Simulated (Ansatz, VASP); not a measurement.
# MgI2: VASP beside Ansatz

INCAR

```
SYSTEM = MgI2
PREC = Accurate ; ENCUT = 520
EDIFF = 1E-6 ; ISMEAR = 0
SIGMA = 0.05 ; LREAL = .False.
LASPH = .True. ; NELM = 80
ALGO = Normal ; ISIF = 2
LWAVE = .False. ; LCHARG = .True.
GGA = PE ; LELF = .True.
LVHAR = .True. ; NBANDS = 15
```

KPOINTS

```
Automatic mesh
0
Gamma
  6 6 4
  0 0 0
```

Contents of POSCAR:

```
MgI2
1.0
    4.1846439568      0.0000000000      0.0000000000
   -2.0923219784      3.6240079724      0.0000000000
    0.0000000000      0.0000000000      7.7698369697
Mg I
1 2
Direct
    0.0000000000      0.0000000000      0.0000000000
    0.3333333333      0.6666666667      0.7897071656
    0.6666666667      0.3333333333      0.2102928344
```

Input for Ansatz:

```yaml
crystal:
  lattice:
    - [4.1846439568, 0.0, 0.0]
    - [-2.0923219784, 3.6240079724, 0.0]
    - [0.0, 0.0, 7.7698369697]
  atoms:
    - { symbol: Mg, position: [0.0, 0.0, 0.0] }
    - { symbol: I, position: [0.3333333333, 0.6666666667, 0.7897071656] }
    - { symbol: I, position: [0.6666666667, 0.3333333333, 0.2102928344] }
basis:
  ecutwfc: 520.0
kpoints:
  mp_grid: { grid: [6, 6, 4] }
hamiltonian:
  xc: pbe
scf:
  occupations: { method: gaussian, width: 0.05 }
output:
  forces: true
  stress: true
  eigenvalues: true
```

Alike in both runs: task single point; functional PBE; k mesh 6 × 6 × 4; occupations gaussian, width 0.05 eV; no spin polarisation.

|  | VASP | Ansatz |
| --- | --- | --- |
| version | VASP 6.6.1 | Ansatz 0.2.0 |
| potentials or method | VASP PAW PBE potentials, release 64 (Mg, I) | scalar-relativistic, plane waves, PAW |
| plane-wave cutoff (eV) | 520 | 520 |
| valence electrons in the cell | 16 | 44 |

```csv
,VASP,Ansatz,Ansatz less VASP
gap on the k mesh at the Fermi level (eV),3.68,3.70,+0.017
least direct gap on the mesh (eV),3.85,3.86,+0.014
pressure (GPa),0.8,0.8,+0.05
largest component of the traceless stress (GPa),0.21,0.20,-0.007
rms of the force components (eV/Å),0.105,0.110,+0.0046
```

Atom by atom the forces differ by 0.005 eV/Å (rms over components). The two sets of potentials don't hold the same shells in valence.

Caveats: spin-orbit coupling is left out, which moves the levels of the heavy elements; this functional lacks dispersion, which binds the layers, so the pressure and a relaxed spacing across them are unreliable. A k mesh can miss the band edges.
